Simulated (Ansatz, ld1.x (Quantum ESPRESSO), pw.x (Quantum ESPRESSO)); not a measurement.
## Equation-of-state test of one RRKJ potential (rhenium)

| Quantity | Value |
| --- | --- |
| Element | Re |
| Generator | ld1.x (Quantum ESPRESSO) 7.5 |
| Type | norm-conserving RRKJ (Kleinman–Bylander form) |
| Functional | PBE |
| Relativity | scalar-relativistic |
| Frozen core | [Xe] 4f14 |
| Valence charge | 7 |
| Reference configuration | 5d5 6s2 6p0 |
| Partial waves | 6p (bound, empty): rc 3.85 bohr; 5d (bound): rc 1.90 bohr; 6s (bound): rc 2.70 bohr |
| Local potential | the s channel |
| Core correction | none |

Crystal test: fcc Re in pw.x 7.5, no spin, 14³ k-points, Fermi–Dirac smearing 0.01 Ry, cutoffs 45/180 Ry. The reference is all-electron LAPW (Ansatz 0.2.0) with the same functional, mesh and smearing; V0 and B0 come from Birch–Murnaghan fits to the pressures at five volumes. Errors are pseudo minus all-electron; Δ is the rms difference of the E(V) curves that follow from these fits, minima aligned, over ±6 % about the mean V0. Mesh and smearing are coarse, so the numbers serve the comparison and aren't converged zero-temperature values; the lattice is a test structure that the element need not adopt.

All-electron: a0 = 3.916 Å (V0 = 15.01 Å³/atom), B0 = 359.1 GPa.

Task: How far does the potential miss the all-electron equation of state?

Result: mean pressure error (GPa): +9.77; a0 (Å): 3.950; a0 error (%): +0.87; B0 error (%): -2.8; Δ (meV/atom): 30.8. The largest radius (3.85 bohr) exceeds half the bond length (2.62 bohr), so the spheres overlap, which is one possible source of error among others. This is a poor potential for the solid.

```
V (Å³/atom)  P all-electron (GPa)  P pseudo (GPa)
     14.246                 21.20           32.69
     14.621                 10.13           20.67
     14.996                  0.45           10.14
     15.371                 -8.00            0.93
     15.746                -15.36           -7.14
```

Task: At the middle volume, how do free energy and pressure move when the wave cutoff is lowered (ecutrho kept at four times it)?

Result:

| cutoff (Ry) | shift of F (meV/atom) | shift of P (GPa) |
| --- | --- | --- |
| 20 | +2704.0 | -113.01 |
| 27 | +229.4 | -17.30 |
| 36 | +4.1 | +0.22 |

Input at the middle volume:

```
&control
  calculation='scf', prefix='x', pseudo_dir='./', outdir='./tmp', tstress=.true., disk_io='none'
/
&system
  ibrav=0, nat=1, ntyp=1, ecutwfc=45, ecutrho=180, nbnd=11,
  occupations='smearing', smearing='fd', degauss=0.01
/
&electrons
  conv_thr=1e-09, mixing_beta=0.4, electron_maxstep=70
/
ATOMIC_SPECIES
Re 1.0 Re.UPF
CELL_PARAMETERS angstrom
  0.00000000 1.95725981 1.95725981
  1.95725981 0.00000000 1.95725981
  1.95725981 1.95725981 0.00000000
ATOMIC_POSITIONS crystal
Re 0.0000 0.0000 0.0000
K_POINTS automatic
14 14 14 0 0 0
```

```bash
pw.x < Re.scf.in > Re.scf.out
```

Lines of the output:

```
Message from routine setup:
     using ibrav=0 with symmetry is DISCOURAGED, use correct ibrav instead
     lattice parameter (alat)  =       5.2307  a.u.
     unit-cell volume          =     101.1980 (a.u.)^3
     number of electrons       =         7.00
     number of Kohn-Sham states=           11
     kinetic-energy cutoff     =      45.0000  Ry
     charge density cutoff     =     180.0000  Ry
     scf convergence threshold =      1.0E-09
     Exchange-correlation= PBE
     number of k points=   104  Fermi-Dirac smearing, width (Ry)=  0.0100
     iteration #  1     ecut=    45.00 Ry     beta= 0.40
     total energy              =     -22.16763210 Ry
     estimated scf accuracy    <       0.03336456 Ry
     iteration #  2     ecut=    45.00 Ry     beta= 0.40
     total energy              =     -22.16656949 Ry
     estimated scf accuracy    <       0.00572666 Ry
     iteration #  3     ecut=    45.00 Ry     beta= 0.40
     total energy              =     -22.16735121 Ry
     estimated scf accuracy    <       0.00009455 Ry
     iteration #  4     ecut=    45.00 Ry     beta= 0.40
     total energy              =     -22.16736015 Ry
     estimated scf accuracy    <       0.00000609 Ry
     iteration #  5     ecut=    45.00 Ry     beta= 0.40
     total energy              =     -22.16736126 Ry
     estimated scf accuracy    <       0.00000268 Ry
     iteration #  6     ecut=    45.00 Ry     beta= 0.40
     total energy              =     -22.16736160 Ry
     estimated scf accuracy    <          6.5E-09 Ry
     iteration #  7     ecut=    45.00 Ry     beta= 0.40
     total energy              =     -22.16736160 Ry
     estimated scf accuracy    <          5.4E-09 Ry
     iteration #  8     ecut=    45.00 Ry     beta= 0.40
     the Fermi energy is    17.1772 ev
!    total energy              =     -22.16736161 Ry
     estimated scf accuracy    <          1.4E-10 Ry
     smearing contrib. (-TS)   =      -0.00404306 Ry
     The total energy is F=E-TS. E is the sum of the following terms:
     one-electron contribution =      12.93347740 Ry
     hartree contribution      =       0.43303146 Ry
     xc contribution           =      -5.15981178 Ry
     ewald contribution        =     -30.37001563 Ry
     convergence has been achieved in   8 iterations
          total   stress  (Ry/bohr**3)                   (kbar)     P=      101.42
     Message from routine punch:
     Nothing written, as per user request (disk_io='none')
```

The run at the middle volume (104 k-points, 8 iterations) took about 8.2 s on one core of a shared host (Neoverse-V1, 32 threads, 247 GiB, load 26).
